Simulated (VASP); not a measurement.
# In2O3 (R-3c) in VASP: notebook

Runs on In2O3. Level: LDA. Tasks: single point.

All numbers are computed with VASP 6.6.1; they aren't measurements. Logs are shortened: lines on timing, memory, paths and dates and some standing lists are left out, and cuts for length are marked.

## (1) The crystal as given

The structure is trigonal, space group R-3c (No. 167). Conventional cell: a = 5.487 Å, b = 5.487 Å, c = 14.510 Å, α = 90.00°, β = 90.00°, γ = 120.00°. In (site symmetry 3) has 6 O at 2.12 to 2.26 Å as nearest neighbours. Around O (site symmetry 2) lie 4 In at 2.12 to 2.26 Å.

## (2) Single point, LDA

INCAR reads:

```
ADDGRID = False
ALGO = Normal
EDIFF = 1E-6
ENCUT = 450
ISIF = 2
ISMEAR = 0
LASPH = True
LCHARG = False
LREAL = False
LWAVE = False
NELM = 100
PREC = Accurate
SIGMA = 0.05
```

KPOINTS reads:

```
k-points
0
Gamma
  4 4 4
```

POSCAR reads:

```
In2O3
1.0
    2.7435000000      1.5839604635      4.8366666667
   -2.7435000000      1.5839604635      4.8366666667
    0.0000000000     -3.1679209270      4.8366666667
In O
4 6
Direct
    0.8573100000      0.8573100000      0.8573100000
    0.6426900000      0.6426900000      0.6426900000
    0.1426900000      0.1426900000      0.1426900000
    0.3573100000      0.3573100000      0.3573100000
    0.0480000000      0.7500000000      0.4520000000
    0.7500000000      0.4520000000      0.0480000000
    0.4520000000      0.0480000000      0.7500000000
    0.9520000000      0.2500000000      0.5480000000
    0.2500000000      0.5480000000      0.9520000000
    0.5480000000      0.9520000000      0.2500000000
```

Potentials or basis: VASP PAW LDA potentials, release 64 (In_d, O).

Run with:

```
> cat potpaw_LDA.64/In_d/POTCAR potpaw_LDA.64/O/POTCAR > POTCAR
> mpirun -np 1 vasp_std > vasp.out
```

OUTCAR:

```text
EDIFF = 1E-6
   ENCUT = 450
   ISIF = 2
   ISMEAR = 0
   LASPH = True
   LREAL = False
   NELM = 100
   PREC = Accurate

 Found     13 irreducible k-points:

 Following reciprocal coordinates:
            Coordinates               Weight
  0.000000  0.000000  0.000000      1.000000
  0.250000 -0.000000 -0.000000      6.000000
  0.500000 -0.000000 -0.000000      3.000000
  0.250000  0.250000 -0.000000      6.000000
  0.500000  0.250000  0.000000     12.000000
 -0.250000  0.250000  0.000000      6.000000
   k-points           NKPTS =     13   k-points in BZ     NKDIM =     13   number of bands    NBANDS=     52
   number of dos      NEDOS =    301   number of ions     NIONS =     10
   total plane-waves  NPLWV =  64000
   dimension x,y,z NGX =    40 NGY =   40 NGZ =   40
   dimension x,y,z NGXF=    80 NGYF=   80 NGZF=   80
   ions per type =               4   6
   NGX,Y,Z   is equivalent  to a cutoff of  11.50, 11.50, 11.50 a.u.
   NGXF,Y,Z  is equivalent  to a cutoff of  23.00, 23.00, 23.00 a.u.
 SYSTEM =  unknown system
   PREC   = accura    normal or accurate (medium, high low for compatibility)
   ISTART =      0    job   : 0-new  1-cont  2-samecut
   ICHARG =      2    charge: 1-file 2-atom 10-const
   ISPIN  =      1    spin polarized calculation?
   LNONCOLLINEAR =      F non collinear calculations
   LSORBIT =      F    spin-orbit coupling
   LASPH  =      T    aspherical Exc in radial PAW
   ENCUT  =  450.0 eV  33.07 Ry    5.75 a.u.  10.00 10.00 10.00*2*pi/ulx,y,z
   NELM   =    100;   NELMIN=  2; NELMDL= -5     # of ELM steps
   EDIFF  = 0.1E-05   stopping-criterion for ELM
   LREAL  =      F    real-space projection
   EDIFFG = 0.1E-04   stopping-criterion for IOM
   NSW    =      0    number of steps for IOM
   IBRION =     -1    ionic relax: 0-MD 1-quasi-New 2-CG
   NFREE  =      0    steps in history (QN), initial steepest desc. (CG)
   ISIF   =      2    stress and relaxation
   ISYM   =      2    0-nonsym 1-usesym 2-fastsym
   POTIM  = 0.5000    time-step for ionic-motion
   TEBEG  =    0.0;   TEEND  =   0.0 temperature during run
   PSTRESS=    0.0 pullay stress
   NELECT =      88.0000    total number of electrons
   NUPDOWN=      -1.0000    fix difference up-down
   EMIN   =  10.00;   EMAX   =-10.00  energy-range for DOS
   EFERMI =   0.00;   METHOD = LEGACY
   ISMEAR =     0;   SIGMA  =   0.05  broadening in eV -4-tet -1-fermi 0-gaus
   EFERMI_NEDOS =   21; number of points for ismear=-14 and -15
   IALGO  =     38    algorithm
   IMIX   =      4    mixing-type and parameters
     AMIX     =   0.40;   BMIX     =  1.00
     AMIX_MAG =   1.60;   BMIX_MAG =  1.00
  volume/ion in A,a.u.               =      12.61        85.10
  Fermi-wavevector in a.u.,A,eV,Ry     =   1.452068  2.744010 28.687886  2.108500
  Thomas-Fermi vector in A             =   2.569492
   LORBIT       =      0    0 simple, 1 ext, 2 COOP (PROOUT), +10 PAW based schemes
   GGA     = CA    functional components
   LHFCALC =     F    Hartree Fock is set to
   AEXX    =    0.0000 exact exchange contribution
   IVDW    =     0    specifies the selected vdW correction
   LEPSILON=     F    determine dielectric tensor
   LRPA    =     F    only Hartree local field effects (RPA)
 non-spin polarized calculation
 Gauss-broadening in eV      SIGMA  =   0.05
  energy-cutoff  :      450.00
  volume of cell :      126.11
 maximum number of plane-waves:      2756
   NGX = 19   NGY = 19   NGZ = 19

 number of electron      87.9999962 magnetization

 Free energy of the ion-electron system (eV)
  ---------------------------------------------------
  ext. energy  EPLUGINS =         0.00000000
  ---------------------------------------------------
  free energy    TOTEN  =       -63.66857834 eV

  energy without entropy =      -63.66857834  energy(sigma->0) =      -63.66857834

 E-fermi :   5.5448     XC(G=0): -11.7568

 val. band max:        5.2946726158   @ k =   0.2500  -0.0000  -0.0000
 cond. band min:       6.5039717042   @ k =   0.0000   0.0000   0.0000
 fundamental gap:      1.2092990884
 Fermi energy:         5.5448165952

 k-point     1 :       0.0000    0.0000    0.0000
  band No.  band energies     occupation
      1     -12.1159      2.00000
      2     -11.1959      2.00000
      3     -11.1959      2.00000
      4     -10.9516      2.00000
      5     -10.9516      2.00000
      6     -10.8457      2.00000
[... 44 lines left out ...]
     51      14.3431      0.00000
     52      14.6149      0.00000

 k-point     2 :       0.2500   -0.0000   -0.0000
  band No.  band energies     occupation
      1     -11.9377      2.00000
      2     -11.1729      2.00000
      3     -11.1585      2.00000
      4     -11.1040      2.00000
      5     -10.9920      2.00000
      6     -10.9165      2.00000
[... 44 lines left out ...]
     51      14.6036      0.00000
     52      15.0303      0.00000

 k-point     3 :       0.5000   -0.0000   -0.0000
  band No.  band energies     occupation
      1     -11.5143      2.00000
      2     -11.5143      2.00000
      3     -11.0926      2.00000
      4     -11.0926      2.00000
      5     -11.0458      2.00000
      6     -11.0458      2.00000
[... 44 lines left out ...]
     51      14.2986      0.00000
     52      14.2986      0.00000

 k-point     4 :       0.2500    0.2500   -0.0000
  band No.  band energies     occupation
      1     -11.9032      2.00000
      2     -11.2526      2.00000
      3     -11.1116      2.00000
      4     -11.1103      2.00000
      5     -10.9736      2.00000
      6     -10.9149      2.00000
[... 44 lines left out ...]
     51      14.0814      0.00000
     52      15.2775      0.00000

 k-point     5 :       0.5000    0.2500    0.0000
  band No.  band energies     occupation
      1     -11.6310      2.00000
      2     -11.3833      2.00000
      3     -11.1820      2.00000
      4     -11.0940      2.00000
      5     -11.0489      2.00000
      6     -10.9181      2.00000
[... 44 lines left out ...]
     51      14.0074      0.00000
     52      15.0463      0.00000

 k-point     6 :      -0.2500    0.2500    0.0000
  band No.  band energies     occupation
      1     -11.6976      2.00000
      2     -11.3246      2.00000
      3     -11.2043      2.00000
      4     -11.0675      2.00000
      5     -10.9906      2.00000
      6     -10.9897      2.00000
[... 44 lines left out ...]
     51      14.5051      0.00000
     52      14.8395      0.00000

 [... further k-points ...]

------------------------ aborting loop because EDIFF is reached ----------------------------------------

  FORCE on cell =-STRESS in cart. coord.  units (eV):
  Direction    XX          YY          ZZ          XY          YZ          ZX
  --------------------------------------------------------------------------------------
  -------------------------------------------------------------------------------------
  Total       -2.6326092     -2.6326092     -3.0613453      0.0000000      0.0000000      0.0000000
  in kB      -33.4464686    -33.4464686    -38.8934257      0.0000000      0.0000000      0.0000000
  external PRESSURE =     -35.2621210 kB  Pullay stress =       0.0000000 kB

 VOLUME and BASIS-vectors are now :
 -----------------------------------------------------------------------------
  energy-cutoff  :      450.00
  volume of cell :      126.11
      direct lattice vectors                 reciprocal lattice vectors
     2.743500000  1.583960463  4.836666667     0.182248952  0.105221482  0.068917988
    -2.743500000  1.583960463  4.836666667    -0.182248952  0.105221482  0.068917988
     0.000000000 -3.167920927  4.836666667     0.000000000 -0.210442963  0.068917988

 POSITION                                       TOTAL-FORCE (eV/Angst)
 -----------------------------------------------------------------------------------
      0.00000      0.00000     12.43957         0.000000     -0.000000     -0.103171
      0.00000      0.00000      9.32543         0.000000     -0.000000      0.103171
      0.00000      0.00000      2.07043         0.000000     -0.000000      0.103171
      0.00000      0.00000      5.18457         0.000000     -0.000000     -0.103171
     -1.92594     -0.16790      6.04583        -0.087906     -0.152257      0.000000
      0.81756      1.75186      6.04583        -0.087906      0.152257      0.000000
      1.10837     -1.58396      6.04583         0.175811     -0.000000      0.000000
      1.92594      0.16790      8.46417         0.087906      0.152257      0.000000
     -0.81756     -1.75186      8.46417         0.087906     -0.152257      0.000000
     -1.10837      1.58396      8.46417        -0.175811     -0.000000      0.000000
 -----------------------------------------------------------------------------------
    total drift:                               -0.000000     -0.000000      0.000000

  FREE ENERGIE OF THE ION-ELECTRON SYSTEM (eV)
  ---------------------------------------------------
  free  energy   TOTEN  =       -63.6685783403 eV

  energy  without entropy=      -63.6685783403  energy(sigma->0) =      -63.66857834
```

Run time: 70 s. Hardware: 1 thread of Intel Xeon Platinum 8559C (Emerald Rapids), shared host; peak memory 0.22 GiB.

These settings aren't checked as converged: the numbers below hold their error.

What came out:

```yaml
Free_energy: -63.6686 eV
Largest_force: 0.176 eV/Å
Band_gap_on_the_k_mesh: 1.21 eV, indirect (least direct gap 1.25 eV)
```

Caveat: the cutoff is under 1.25 times the usual one of these potentials, so pressure, stress and relaxed cells hold a basis-set (Pulay) error; spin-orbit coupling is left out, which moves the levels of the heavy elements.

## (3) Single point, LDA

INCAR reads:

```
ADDGRID = False
ALGO = Normal
EDIFF = 1E-7
ENCUT = 450
ISIF = 2
ISMEAR = 0
LASPH = False
LCHARG = False
LREAL = False
LWAVE = False
NELM = 100
PREC = Accurate
SIGMA = 0.05
```

KPOINTS is that of step 2.

POSCAR is that of step 2.

Potentials or basis: VASP PAW LDA potentials, release 64 (In_d, O).

Run with:

```
> cat potpaw_LDA.64/In_d/POTCAR potpaw_LDA.64/O/POTCAR > POTCAR
> mpirun -np 1 vasp_std > vasp.out
```

Run time: 63 s. Hardware: 1 thread of Intel Xeon Platinum 8559C (Emerald Rapids), shared host; peak memory 0.21 GiB.

These settings aren't checked as converged: the numbers below hold their error.

What came out:

```yaml
Free_energy: -63.6686 eV
Largest_force: 0.176 eV/Å
Band_gap_on_the_k_mesh: 1.21 eV, indirect (least direct gap 1.25 eV)
```

Caveat: the cutoff is under 1.25 times the usual one of these potentials, so pressure, stress and relaxed cells hold a basis-set (Pulay) error; spin-orbit coupling is left out, which moves the levels of the heavy elements.

## (4) Single point, LDA

Changes to INCAR since step 3:

```diff
@@ -3,6 +3,6 @@
 EDIFF = 1E-7
-ENCUT = 450
+ENCUT = 300
 ISIF = 2
 ISMEAR = 0
-LASPH = False
+LASPH = True
 LCHARG = False
```

KPOINTS reads:

```
k-points
0
Gamma
  5 5 5
```

POSCAR is that of step 3.

Potentials or basis: VASP PAW LDA potentials, release 64 (In_d, O).

Run with:

```
> cat potpaw_LDA.64/In_d/POTCAR potpaw_LDA.64/O/POTCAR > POTCAR
> mpirun -np 1 vasp_std > vasp.out
```

OUTCAR:

```text
EDIFF = 1E-7
   ENCUT = 300
   ISIF = 2
   ISMEAR = 0
   LASPH = True
   LREAL = False
   NELM = 100
   PREC = Accurate

 Found     19 irreducible k-points:

 Following reciprocal coordinates:
            Coordinates               Weight
  0.000000  0.000000  0.000000      1.000000
  0.200000 -0.000000 -0.000000      6.000000
  0.400000  0.000000 -0.000000      6.000000
  0.200000  0.200000 -0.000000      6.000000
  0.400000  0.200000 -0.000000     12.000000
 -0.400000  0.200000  0.000000     12.000000
   k-points           NKPTS =     19   k-points in BZ     NKDIM =     19   number of bands    NBANDS=     52
   number of dos      NEDOS =    301   number of ions     NIONS =     10
   total plane-waves  NPLWV =  46656
   dimension x,y,z NGX =    36 NGY =   36 NGZ =   36
   dimension x,y,z NGXF=    72 NGYF=   72 NGZF=   72
   ions per type =               4   6
   NGX,Y,Z   is equivalent  to a cutoff of  10.35, 10.35, 10.35 a.u.
   NGXF,Y,Z  is equivalent  to a cutoff of  20.70, 20.70, 20.70 a.u.
 SYSTEM =  unknown system
   PREC   = accura    normal or accurate (medium, high low for compatibility)
   ISTART =      0    job   : 0-new  1-cont  2-samecut
   ICHARG =      2    charge: 1-file 2-atom 10-const
   ISPIN  =      1    spin polarized calculation?
   LNONCOLLINEAR =      F non collinear calculations
   LSORBIT =      F    spin-orbit coupling
   LASPH  =      T    aspherical Exc in radial PAW
   ENCUT  =  300.0 eV  22.05 Ry    4.70 a.u.   8.17  8.17  8.17*2*pi/ulx,y,z
   NELM   =    100;   NELMIN=  2; NELMDL= -5     # of ELM steps
   EDIFF  = 0.1E-06   stopping-criterion for ELM
   LREAL  =      F    real-space projection
   EDIFFG = 0.1E-05   stopping-criterion for IOM
   NSW    =      0    number of steps for IOM
   IBRION =     -1    ionic relax: 0-MD 1-quasi-New 2-CG
   NFREE  =      0    steps in history (QN), initial steepest desc. (CG)
   ISIF   =      2    stress and relaxation
   ISYM   =      2    0-nonsym 1-usesym 2-fastsym
   POTIM  = 0.5000    time-step for ionic-motion
   TEBEG  =    0.0;   TEEND  =   0.0 temperature during run
   PSTRESS=    0.0 pullay stress
   NELECT =      88.0000    total number of electrons
   NUPDOWN=      -1.0000    fix difference up-down
[... 18 lines left out ...]
 non-spin polarized calculation
 Gauss-broadening in eV      SIGMA  =   0.05
  energy-cutoff  :      300.00
  volume of cell :      126.11
 maximum number of plane-waves:      1496
 NGX is ok and might be reduce to    36
   NGX = 17   NGY = 17   NGZ = 17

 number of electron      87.9999980 magnetization

 Free energy of the ion-electron system (eV)
  ---------------------------------------------------
  ext. energy  EPLUGINS =         0.00000000
  ---------------------------------------------------
  free energy    TOTEN  =       -64.51321905 eV

  energy without entropy =      -64.51321905  energy(sigma->0) =      -64.51321905

 E-fermi :   5.5157     XC(G=0): -11.7571

 val. band max:        5.2526864268   @ k =  -0.2000   0.2000   0.0000
 cond. band min:       6.4223349451   @ k =   0.0000   0.0000   0.0000
 fundamental gap:      1.1696485183
 Fermi energy:         5.5157441633

 k-point     1 :       0.0000    0.0000    0.0000
  band No.  band energies     occupation
      1     -12.2576      2.00000
      2     -11.3410      2.00000
      3     -11.3410      2.00000
      4     -11.1082      2.00000
      5     -11.1082      2.00000
      6     -11.0109      2.00000
[... 319 lines left out ...]
     51      14.3330      0.00000
     52      14.7281      0.00000

 [... further k-points ...]

------------------------ aborting loop because EDIFF is reached ----------------------------------------

  FORCE on cell =-STRESS in cart. coord.  units (eV):
  Direction    XX          YY          ZZ          XY          YZ          ZX
  --------------------------------------------------------------------------------------
  -------------------------------------------------------------------------------------
  Total      -29.9569507    -29.9569507    -30.4083768      0.0000000      0.0000000      0.0000000
  in kB     -380.5935972   -380.5935972   -386.3288232      0.0000000      0.0000000      0.0000000
  external PRESSURE =    -382.5053392 kB  Pullay stress =       0.0000000 kB

 VOLUME and BASIS-vectors are now :
 -----------------------------------------------------------------------------
  energy-cutoff  :      300.00
  volume of cell :      126.11
      direct lattice vectors                 reciprocal lattice vectors
     2.743500000  1.583960463  4.836666667     0.182248952  0.105221482  0.068917988
    -2.743500000  1.583960463  4.836666667    -0.182248952  0.105221482  0.068917988
     0.000000000 -3.167920927  4.836666667     0.000000000 -0.210442963  0.068917988

 POSITION                                       TOTAL-FORCE (eV/Angst)
 -----------------------------------------------------------------------------------
      0.00000      0.00000     12.43957         0.000000      0.000000     -0.079142
      0.00000      0.00000      9.32543         0.000000      0.000000      0.079142
      0.00000      0.00000      2.07043         0.000000      0.000000      0.079142
      0.00000      0.00000      5.18457         0.000000      0.000000     -0.079142
     -1.92594     -0.16790      6.04583        -0.050444     -0.087371     -0.000000
      0.81756      1.75186      6.04583        -0.050444      0.087371     -0.000000
      1.10837     -1.58396      6.04583         0.100888      0.000000     -0.000000
      1.92594      0.16790      8.46417         0.050444      0.087371     -0.000000
     -0.81756     -1.75186      8.46417         0.050444     -0.087371     -0.000000
     -1.10837      1.58396      8.46417        -0.100888      0.000000     -0.000000
 -----------------------------------------------------------------------------------
    total drift:                                0.000000     -0.000000      0.000000

  FREE ENERGIE OF THE ION-ELECTRON SYSTEM (eV)
  ---------------------------------------------------
  free  energy   TOTEN  =       -64.5132190459 eV

  energy  without entropy=      -64.5132190459  energy(sigma->0) =      -64.51321905
```

OSZICAR:

```text
N       E                     dE             d eps       ncg     rms          rms(c)
DAV:   1     0.100702595362E+04    0.10070E+04   -0.30322E+04  2000   0.170E+03
DAV:   2     0.103762350419E+03   -0.90326E+03   -0.87595E+03  2136   0.500E+02
DAV:   3    -0.619400790216E+02   -0.16570E+03   -0.16304E+03  2236   0.230E+02
DAV:   4    -0.722468695989E+02   -0.10307E+02   -0.10228E+02  2672   0.620E+01
DAV:   5    -0.724475051719E+02   -0.20064E+00   -0.20024E+00  2496   0.820E+00    0.209E+01
DAV:   6    -0.648616603881E+02    0.75858E+01   -0.28283E+01  3016   0.539E+01    0.173E+01
DAV:   7    -0.647161584919E+02    0.14550E+00   -0.24186E+00  2272   0.824E+00    0.476E+00
DAV:   8    -0.645678200667E+02    0.14834E+00   -0.21217E-01  2856   0.298E+00    0.218E+00
DAV:   9    -0.645139145739E+02    0.53905E-01   -0.49260E-02  3136   0.261E+00    0.372E-01
DAV:  10    -0.645131152115E+02    0.79936E-03   -0.10188E-02  2784   0.930E-01    0.294E-01
DAV:  11    -0.645132169450E+02   -0.10173E-03   -0.73253E-04  2520   0.170E-01    0.573E-02
DAV:  12    -0.645132226904E+02   -0.57454E-05   -0.10096E-04  3120   0.704E-02    0.233E-02
DAV:  13    -0.645132189639E+02    0.37265E-05   -0.19301E-05  2768   0.457E-02    0.884E-03
DAV:  14    -0.645132190495E+02   -0.85578E-07   -0.12039E-06  2272   0.607E-03    0.383E-03
DAV:  15    -0.645132190459E+02    0.35870E-08   -0.42192E-08  1344   0.158E-03
   1 F= -.64513219E+02 E0= -.64513219E+02  d E =-.131138E-14
```

Wall time 55 s (1 thread of Intel Xeon Platinum 8559C (Emerald Rapids), shared host); peak memory 0.18 GiB.

The run converged, but a check on its numbers failed (symmetry, net force, bounds or a known fault of this set-up), so they aren't taken as properties of the crystal.

Caveat: the cutoff lies under the usual one of these potentials, so the numbers hold a large basis-set error; a pressure of tens of GPa on the cell as given is suspect, and the run, the potentials or the cell itself is likely at fault; spin-orbit coupling is left out, which moves the levels of the heavy elements; an odd mesh through Γ misses points on the zone boundary, where band edges often lie.
